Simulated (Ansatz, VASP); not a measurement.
# One calculation of SnSe, two programs

```
Sn Se
1.0
     0.00000    2.94855    2.94855
     2.94855    0.00000    2.94855
     2.94855    2.94855    0.00000
Sn Se
1 1
Cartesian
  0.0000 0.0000 0.0000
  2.9486 2.9486 2.9486
```

Change from the starting cell: volume scaled by 0.94, crystal datasets.

Alike in both runs: task electric field gradients; functional PBE; k mesh 9 × 9 × 9; occupations fermi-dirac, width 0.02 eV; no spin polarisation.

|  | VASP | Ansatz |
| --- | --- | --- |
| version | VASP 6.6.1 | Ansatz 0.2.0 |
| potentials or method | VASP PAW PBE potentials, release 64 (Sn_d, Se), cutoff 520 eV | all-electron PAW with datasets made for the crystal, scalar-relativistic |

```csv
,VASP,Ansatz,Ansatz less VASP
pressure (GPa),4.8,4.8,-0.02
Vzz of the field gradient on the site that differs most (V/Å²),0.0,0.0,0.00
```

Ansatz ran all-electron here, so the differences hold the error of VASP's frozen core and of both bases. Ansatz warned: «gradients_without_spin_orbit».
